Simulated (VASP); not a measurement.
The system is Sn.

```
Sn
1.0
     0.00000    3.23334    3.23334
     3.23334    0.00000    3.23334
     3.23334    3.23334    0.00000
Sn
2
Cartesian
  4.8500 4.8500 4.8500
  3.2333 3.2333 3.2333
```

This isn't the form of Sn at room conditions, which is tetragonal (white tin).

| Quantity | Value |
| --- | --- |
| Program | VASP 6.6.1 |
| Task | relaxation of cell and atoms |
| Functional | optPBE-vdW |
| Potentials or basis | VASP PAW PBE potentials, release 64 (Sn_d) |
| Cutoff | 600 eV |
| k mesh | 7 × 7 × 7 |
| Occupations | fermi-dirac, width 0.05 eV |
| Spin | no spin polarisation |

At the start: pressure 4.2 GPa; volume 33.80 Å³/atom.

Question: How do energy, volume and symmetry change on relaxing?

Answer: Over 3 steps the energy falls by 41.2 meV/atom and the volume is 37.24 Å³/atom (+10.2 %); space group Fd-3m (No. 227, to 0.05 Å).

The path:
```csv
step,energy change (eV),largest force (eV/Å),pressure (GPa),volume (Å³)
1,0.0000,0.0000,4.24,67.61
2,-0.0758,0.0000,-0.88,76.74
3,-0.0824,0.0000,0.05,74.49
```

Final structure:
```
Sn
1.0
     0.00000    3.33953    3.33953
     3.33953    0.00000    3.33953
     3.33953    3.33953    0.00000
Sn
2
Direct
  0.75000 0.75000 0.75000
  0.50000 0.50000 0.50000
```

Caveat: the PAW data sets were made with another functional, which shifts forces and pressure a little; the volume moved by +10 % from the deposited cell, more than functionals usually miss.
